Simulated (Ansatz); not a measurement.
BaTiO3 in Ansatz, relaxation

Run with:

```bash
ansatz run input.yaml --threads 2 --pin off --max-ram 4096MiB --backend cpu --events-out ev --progress --plain --runs-dir out
```

The input file (Ansatz 0.2.0, plane waves):

```yaml
crystal:
  lattice:
    - [-8.087152, 0.0, 0.0]
    - [0.0, -2.88054535, 2.8907487]
    - [0.0, 2.88054535, 2.8907487]
  atoms:
    - { symbol: Ba, position: [0.0, 0.0, 0.0] }
    - { symbol: Ba, position: [0.5, 0.0, 0.0] }
    - { symbol: Ti, position: [0.25, 0.517, 0.517] }
    - { symbol: Ti, position: [0.75, 0.517, 0.517] }
    - { symbol: O, position: [0.0, 0.489, 0.489] }
    - { symbol: O, position: [0.5, 0.489, 0.489] }
    - { symbol: O, position: [0.25, 0.99233, 0.50453] }
    - { symbol: O, position: [0.75, 0.99233, 0.50453] }
    - { symbol: O, position: [0.25, 0.50453, 0.99233] }
    - { symbol: O, position: [0.75, 0.50453, 0.99233] }
kpoints:
  mp_grid: { grid: [3, 5, 5], shift: [0, 0, 0] }
magnetization:
  spin_polarized: true
scf:
  occupations: { method: methfessel_paxton, width: 0.0594 }
  lower_state_search: "off"
hamiltonian:
  pseudopotentials: { kind: paw }
  xc: r2scan
  hubbard:
    projectors: all-electron-ortho-atomic
    sites: [{ species: Ti, l: d, u_eff: 3.49 }]
basis:
  ecutwfc: 500
  fft_grid_basis: typed
relax:
  max_steps: 40
  cell: { p_target: 0.0 }
  f_tol: 0.03
output:
  forces: true
  stress: true
  eigenvalues: true
  bader: true
  populations: true
  elf: true
  write_potential: true
  volumetric_format: npy
  dos:
    e_range: [-12, 8]
    de: 0.05
    projected: { site_lists: { Ba: [Ba], O: [O], Ti: [Ti] } }
checkpoint:
  read: saved_state
```

Origin of the cell: a database entry, scaled a little.

The saved state is a converged single point of the same cell.

Steps («new basis» is an SCF on plane waves selected anew at the same cell):

| step | ΔF (meV/atom) | max force component (eV/Å) | P (GPa) | volume (Å³) | SCF iterations | step was |
| --- | --- | --- | --- | --- | --- | --- |
| 1 | 0.0 | 0.341 | -6.77 | 134.68 | 7 | accepted |
| 2 | 1.4 | 1.097 | 1.87 | 128.42 | 7 | rejected |
| 3 | -15.1 | 0.154 | -0.71 | 129.63 | 11 | accepted |
| 4 | -15.7 | 0.070 | -0.04 | 129.22 | 5 | accepted |
| 5 | -15.8 | 0.047 | -0.06 | 129.36 | 5 | accepted |
| 6 | -15.8 | 0.014 | 0.13 | 129.49 | 7 | accepted |
| 7 | -15.8 | 0.007 | 0.02 | 129.52 | 5 | accepted |
| 8 | -15.8 | 0.000 | 0.00 | 129.52 | 5 | accepted |
| 9 | -15.6 | 0.000 | 0.02 | 129.52 | 6 | new basis |

Before:

Space group Amm2 (No. 38); the run's cell has a = 8.087 Å, b = 4.081 Å, c = 4.081 Å, α = 89.80°, β = 90.00°, γ = 90.00°. Shortest distances: O–Ti 1.94 Å, O–O 2.81 Å, Ba–O 2.83 Å, Ba–Ti 3.45 Å.

After:

Space group Amm2 (No. 38); the run's cell has a = 7.981 Å, b = 4.029 Å, c = 4.029 Å, α = 89.85°, β = 90.00°, γ = 90.00°. Shortest distances: O–Ti 1.90 Å, Ba–O 2.79 Å, O–O 2.80 Å, Ba–Ti 3.43 Å.

```xyz
10
Lattice="-7.9809 0.0000 0.0000 0.0000 -2.8449 2.8522 0.0000 2.8449 2.8522" Properties=species:S:1:pos:R:3 pbc="T T T"
Ba    0.0000    0.0000    0.0373
Ba   -3.9904    0.0000    0.0373
Ti   -1.9952    0.0000    2.9492
Ti   -5.9857    0.0000    2.9492
O     0.0000    0.0000    2.8253
O    -3.9904    0.0000    2.8253
O    -1.9952   -1.3985    4.2328
O    -5.9857   -1.3985    4.2328
O    -1.9952    1.3985    4.2328
O    -5.9857    1.3985    4.2328
```

* Free energy lowered by: 15.6 meV/atom
* Volume change: -3.83 %
* Final pressure: 0.02 GPa
* Relaxation steps listed: 9

Caveats: spin is on but no moment was typed; the relaxation held the start's symmetry, so the end may be a saddle point.

Time: 3.5 min on 2 threads of Arm Neoverse V1, on a shared host, peak memory 0.84 GiB, from a saved density.
